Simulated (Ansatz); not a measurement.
P under changes of volume

One of the cells (16.144 Å³/atom); the others are scaled copies at fixed shape and fractional positions:

```
CELL_PARAMETERS angstrom
1.72573 0.99635 3.12968
-1.72573 0.99635 3.12968
0.00000 -1.99270 3.12968
ATOMIC_POSITIONS crystal
P 0.77292 0.77292 0.77292
P 0.22708 0.22708 0.22708
```

This isn't the form of P at room conditions, which is orthorhombic.

```yaml
Program: Ansatz 0.2.0
Functional: PBEsol
Potentials_or_basis: Ansatz PAW
Cutoff: "420 eV (not typed: the program's choice for these potentials)"
k_mesh: 9 × 9 × 9
Occupations: fermi-dirac, width 0.05 eV
Spin: no spin polarisation
```

```tsv
volume (Å³/atom)	energy over the lowest point (meV/atom)	pressure (GPa)	largest force (eV/Å)
15.175	8.71	4.3	0.689
15.498	2.09	2.1	0.533
15.821	0.00	0.0	0.393
16.144	1.89	-1.8	0.271
16.467	7.04	-3.4	0.144
16.789	?	?	?
17.112	26.64	-6.3	0.108
```

Question: What does the run at 16.789 Å³/atom give?

Answer: Energy over the lowest point 15.32 meV/atom; pressure -4.9 GPa; largest force 0.015 eV/Å.

Worked out: A Birch-Murnaghan fit of order 3 (a polynomial in V^(-2/3)) to the other rows has its minimum at 15.83 Å³/atom with B0 = V·E''(V) = 95 GPa and B' = 4.8 at fixed shape and positions, which overstates the stiffness. It gives 15.48 meV/atom at 16.789 Å³/atom, against the run's 15.32, and -dE/dV = -4.9 GPa, against -4.9.

Energies are extrapolated to zero smearing.

Caveats: the PAW data sets come from PBE, with cores solved anew for the run's functional, which leaves a small shift of forces and pressure.
